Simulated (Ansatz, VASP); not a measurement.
## Pd: VASP beside Ansatz

INCAR

```
SYSTEM = Pd
  PREC = Accurate
  ENCUT = 520
  EDIFF = 1E-7
  ISMEAR = -1
  SIGMA = 0.05
  LREAL = .FALSE.
  LASPH = .TRUE.
  NELM = 150
  ALGO = Normal
  ISIF = 2
  LWAVE = .FALSE.
  LCHARG = .FALSE.
  MAGMOM = 0 0 0
  LORBIT = 11
  LSORBIT = .TRUE.
  GGA_COMPAT = .FALSE.
  LORBMOM = .TRUE.
  LMAXMIX = 4
  GGA = CA
  NBANDS = 21
```

KPOINTS

```
Automatic mesh
0
G
  9 9 9
  0 0 0
```

POSCAR

```
Pd
1.0
   -1.5722810000      1.5722810000      1.5722810000
    1.5722810000     -1.5722810000      1.5722810000
    1.5722810000      1.5722810000     -1.5722810000
Pd
1
Direct
    0.0000000000      0.0000000000      0.0000000000
```

Contents of input.yaml:

```yaml
crystal:
  lattice:
    - [-1.572281, 1.572281, 1.572281]
    - [1.572281, -1.572281, 1.572281]
    - [1.572281, 1.572281, -1.572281]
  atoms:
    - { symbol: Pd, position: [0.0, 0.0, 0.0] }
hamiltonian:
  xc: lda
  pseudopotentials: { kind: paw_fr }
magnetization:
  noncollinear: true
  spin_orbit: true
kpoints:
  mp_grid: { grid: [9, 9, 9] }
  band_path:
    path:
      - [[0.0, 0.0, 0.0], [0.5, -0.5, 0.5], [0.0, 0.0, 0.5], [0.0, 0.0, 0.0], [0.25, 0.25, 0.25], [0.5, -0.5, 0.5]]
      - [[0.25, 0.25, 0.25], [0.0, 0.0, 0.5]]
    npoints: 14
scf:
  occupations: { method: fermi_dirac, width: 0.05 }
  n_extra_bands: 6
output:
  forces: true
  stress: true
  eigenvalues: true
  fatbands: false
```

This isn't the form of Pd at room conditions, which is fcc.

Alike in both runs: functional LDA; k mesh 9 × 9 × 9; occupations fermi-dirac, width 0.05 eV; non-collinear spin, spin-orbit coupling.

|  | VASP | Ansatz |
| --- | --- | --- |
| version | VASP 6.6.1 | Ansatz 0.2.0 |
| potentials or method | VASP PAW LDA potentials, release 64 (Pd) | Ansatz PAW |
| plane-wave cutoff (eV) | 520 | 420 |
| valence electrons in the cell | 10 | 18 |
| task | single point | band structure |

Ansatz gave:

- gap on the k mesh at the Fermi level (eV): none
- pressure (GPa): -15.3
- net moment per atom (μB): 0.00

Q: Which values does VASP return?

A: gap on the k mesh at the Fermi level (eV): none; pressure (GPa): -15.1; net moment per atom (μB): 0.00.

A gap of «none» marks a metal or a gap that the smearing closes. The two sets of potentials don't hold the same shells in valence.

Caveats: so large a pressure means that the cell lies far from this level's equilibrium, or that cutoff or potentials fall short; the PAW data sets come from PBE, with cores solved anew for the run's functional, which leaves a small shift of forces and pressure (Ansatz).
